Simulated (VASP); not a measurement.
All values below come from RPBE GGA, VASP's PBE PAW potentials (set 64) (plane waves; VASP 6.6.1).

The input files of a VASP run:

**INCAR**
```
SYSTEM = CsBr
PREC = Accurate
ENCUT = 520
EDIFF = 1E-6
NELM = 100
ALGO = Normal
LREAL = .FALSE.
LASPH = .TRUE.
ISMEAR = 0
SIGMA = 0.05
GGA = RP
LMAXMIX = 4
LWAVE = .FALSE.
LCHARG = .FALSE.
IBRION = 2
ISIF = 3
NSW = 60
EDIFFG = -0.01
```

**POSCAR**
```
CsBr
1.0
  4.2900000000   0.0000000000   0.0000000000
  0.0000000000   4.2900000000   0.0000000000
  0.0000000000   0.0000000000   4.2900000000
Cs Br
1 1
Cart
  0.0000000000   0.0000000000   0.0000000000
  2.1450000000   2.1450000000   2.1450000000
```

KPOINTS:
```
Automatic mesh
0
Gamma
6 6 6
0 0 0
```

POTCAR, in this order: Cs_sv Br (PBE.64 set). Program: vasp_std.

The run wrote:

### OSZICAR
```
       N       E                     dE             d eps       ncg     rms          rms(c)
DAV:   1     0.962068074008E+02    0.96207E+02   -0.65331E+03   480   0.111E+03
DAV:   2     0.839507774931E+00   -0.95367E+02   -0.90001E+02   748   0.182E+02
DAV:   3    -0.572421087134E+01   -0.65637E+01   -0.65480E+01   600   0.549E+01
DAV:   4    -0.578286097537E+01   -0.58650E-01   -0.58637E-01   552   0.627E+00
DAV:   5    -0.578333090640E+01   -0.46993E-03   -0.46988E-03   604   0.547E-01    0.195E+00
DAV:   6    -0.555732606846E+01    0.22600E+00   -0.35148E-01   540   0.317E+00    0.128E+00
DAV:   7    -0.552828294131E+01    0.29043E-01   -0.21712E-01   600   0.256E+00    0.663E-01
DAV:   8    -0.553732778139E+01   -0.90448E-02   -0.17593E-02   516   0.102E+00    0.108E-01
DAV:   9    -0.553837227219E+01   -0.10445E-02   -0.25768E-03   580   0.371E-01    0.875E-02
DAV:  10    -0.553862464728E+01   -0.25238E-03   -0.34145E-04   520   0.171E-01    0.146E-02
DAV:  11    -0.553864255947E+01   -0.17912E-04   -0.54153E-05   576   0.564E-02    0.587E-03
DAV:  12    -0.553864513693E+01   -0.25775E-05   -0.12560E-05   528   0.302E-02    0.114E-03
DAV:  13    -0.553864533649E+01   -0.19956E-06   -0.22538E-07   416   0.416E-03
   1 F= -.55386453E+01 E0= -.55386453E+01  d E =-.553865E+01
       N       E                     dE             d eps       ncg     rms          rms(c)
DAV:   1    -0.640647071016E+01   -0.86783E+00   -0.14932E+01   480   0.238E+01    0.400E+00
DAV:   2    -0.578143121772E+01    0.62504E+00   -0.90222E-01   504   0.557E+00    0.165E+00
DAV:   3    -0.562884035857E+01    0.15259E+00   -0.46023E-01   480   0.400E+00    0.652E-01
DAV:   4    -0.562561870471E+01    0.32217E-02   -0.13665E-02   520   0.768E-01    0.216E-01
DAV:   5    -0.562564794458E+01   -0.29240E-04   -0.10170E-03   524   0.234E-01    0.104E-01
DAV:   6    -0.562576293454E+01   -0.11499E-03   -0.20536E-04   516   0.127E-01    0.252E-02
DAV:   7    -0.562577066309E+01   -0.77285E-05   -0.18718E-05   532   0.316E-02    0.793E-03
DAV:   8    -0.562577733067E+01   -0.66676E-05   -0.79702E-06   496   0.249E-02    0.269E-03
DAV:   9    -0.562577723588E+01    0.94788E-07   -0.24881E-07   376   0.408E-03
   2 F= -.56257772E+01 E0= -.56257772E+01  d E =-.871319E-01
       N       E                     dE             d eps       ncg     rms          rms(c)
DAV:   1    -0.622061498966E+01   -0.59484E+00   -0.10771E+01   480   0.202E+01    0.339E+00
DAV:   2    -0.576420843566E+01    0.45641E+00   -0.67605E-01   496   0.474E+00    0.138E+00
DAV:   3    -0.565631613833E+01    0.10789E+00   -0.32775E-01   484   0.333E+00    0.538E-01
DAV:   4    -0.565367387643E+01    0.26423E-02   -0.10818E-02   520   0.673E-01    0.172E-01
DAV:   5    -0.565368436991E+01   -0.10493E-04   -0.69964E-04   508   0.192E-01    0.891E-02
DAV:   6    -0.565377138290E+01   -0.87013E-04   -0.14967E-04   512   0.111E-01    0.201E-02
DAV:   7    -0.565377615991E+01   -0.47770E-05   -0.14754E-05   528   0.259E-02    0.622E-03
DAV:   8    -0.565378143242E+01   -0.52725E-05   -0.51916E-06   484   0.202E-02    0.210E-03
DAV:   9    -0.565378124615E+01    0.18627E-06   -0.17225E-07   324   0.331E-03
   3 F= -.56537812E+01 E0= -.56537812E+01  d E =-.115136E+00
       N       E                     dE             d eps       ncg     rms          rms(c)
DAV:   1    -0.570087404117E+01   -0.47093E-01   -0.86691E-01   480   0.582E+00    0.961E-01
DAV:   2    -0.566409807241E+01    0.36776E-01   -0.54914E-02   488   0.134E+00    0.389E-01
DAV:   3    -0.565562076951E+01    0.84773E-02   -0.26106E-02   484   0.934E-01    0.149E-01
DAV:   4    -0.565538371372E+01    0.23706E-03   -0.95514E-04   520   0.199E-01    0.438E-02
DAV:   5    -0.565538314366E+01    0.57006E-06   -0.66000E-05   524   0.552E-02    0.251E-02
DAV:   6    -0.565538660769E+01   -0.34640E-05   -0.79509E-06   504   0.265E-02    0.554E-03
DAV:   7    -0.565538680242E+01   -0.19474E-06   -0.12179E-06   420   0.632E-03
   4 F= -.56553868E+01 E0= -.56553868E+01  d E =-.116741E+00
```

OUTCAR:
```
------------------------ aborting loop because EDIFF is reached ----------------------------------------
  FORCE on cell =-STRESS in cart. coord.  units (eV):
  Direction    XX          YY          ZZ          XY          YZ          ZX
  --------------------------------------------------------------------------------------
  Total        0.0157424      0.0157424      0.0157424     -0.0000000      0.0000000     -0.0000000
  in kB        0.2634542      0.2634542      0.2634542     -0.0000000      0.0000000     -0.0000000
  external PRESSURE =       0.2634542 kB  Pullay stress =       0.0000000 kB
  volume of cell :       95.74
      direct lattice vectors                 reciprocal lattice vectors
     4.574655494  0.000000000 -0.000000000     0.218595696  0.000000000 -0.000000000
     0.000000000  4.574655494  0.000000000    -0.000000000  0.218595696 -0.000000000
     0.000000000  0.000000000  4.574655494     0.000000000 -0.000000000  0.218595696
 POSITION                                       TOTAL-FORCE (eV/Angst)
 -----------------------------------------------------------------------------------
      0.00000      0.00000      0.00000        -0.000000     -0.000000      0.000000
      2.28733      2.28733      2.28733         0.000000      0.000000      0.000000
 -----------------------------------------------------------------------------------
    total drift:                                0.000000      0.000000     -0.000000
  FREE ENERGIE OF THE ION-ELECTRON SYSTEM (eV)
  ---------------------------------------------------
  free  energy   TOTEN  =        -5.6553868024 eV

  energy  without entropy=       -5.6553868024  energy(sigma->0) =       -5.65538680

 reached required accuracy - stopping structural energy minimisation
```
(Selected blocks of OUTCAR.)

File CONTCAR:
```
CsBr
   1.00000000000000
     4.5746554944862767    0.0000000000000000   -0.0000000000000000
     0.0000000000000000    4.5746554944862767    0.0000000000000000
     0.0000000000000000    0.0000000000000000    4.5746554944862767
  Cs              Br
     1     1
Direct
     0.0000000000000000    0.0000000000000000    0.0000000000000000
     0.5000000000000000    0.5000000000000000    0.5000000000000000
```

Energy and stress use the plane-wave basis of the starting cell.

The compound is CsBr in the CsCl type structure. This run relaxes it. Symmetry was kept, so distortions that lower it aren't found.
